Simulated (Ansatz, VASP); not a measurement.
One calculation of Zr, two programs

```
Zr
1.0
     2.27047   -2.26854    0.00000
     2.27047    2.26854    0.00000
     0.00000    0.00000    9.01571
Zr
4
Direct
  0.75008 0.24992 0.12500
  0.74992 0.25008 0.62500
  0.24992 0.75008 0.87500
  0.25008 0.74992 0.37500
```

Alike in both runs: functional PBE; k mesh 6 × 6 × 2; occupations gaussian, width 0.1 eV; no spin polarisation.

Ansatz relaxed the structure, and its values are those at the end. VASP's run is a single point on that final structure, the one shown.

```csv
,VASP,Ansatz
version,VASP 6.6.1,Ansatz 0.2.0
potentials or method,"VASP PAW PBE potentials, release 64 (Zr_sv)","scalar-relativistic, plane waves, PAW"
plane-wave cutoff (eV),520,420
valence electrons in the cell,48,48
```

```csv
,VASP,Ansatz,Ansatz less VASP
gap on the k mesh at the Fermi level (eV),none,none,-
pressure (GPa),-0.2,-0.2,-0.03
```

A gap of «none» marks a metal or a gap that the smearing closes.
